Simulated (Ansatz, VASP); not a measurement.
**Two plane-wave programs on HfN**

```
Hf N
1.0
     0.00000    2.25078    2.25078
     2.25078    0.00000    2.25078
     2.25078    2.25078    0.00000
Hf N
1 1
Direct
  0.00000 0.00000 0.00000
  0.50000 0.50000 0.50000
```

Alike in both runs: functional PBEsol; k mesh 16 × 16 × 16; occupations gaussian, width 0.1 eV; no spin polarisation.

Ansatz relaxed the structure, and its values are those at the end. VASP's run is a single point on that final structure, the one shown.

```csv
,VASP,Ansatz
version,VASP 6.6.1,Ansatz 0.2.0
potentials or method,"VASP PAW PBE potentials, release 64 (Hf_pv, N)","scalar-relativistic, plane waves, PAW"
plane-wave cutoff (eV),520,420
valence electrons in the cell,15,31
```

```csv
,VASP,Ansatz,Ansatz less VASP
gap on the k mesh at the Fermi level (eV),none,none,-
pressure (GPa),-2.2,0.0,+2.18
```

A gap of «none» marks a metal or a gap that the smearing closes. The two sets of potentials don't hold the same shells in valence.

Caveats: the PAW data sets were made with another functional, which shifts forces and pressure a little (VASP). Spin-orbit coupling is left out, which matters for the levels of Hf.
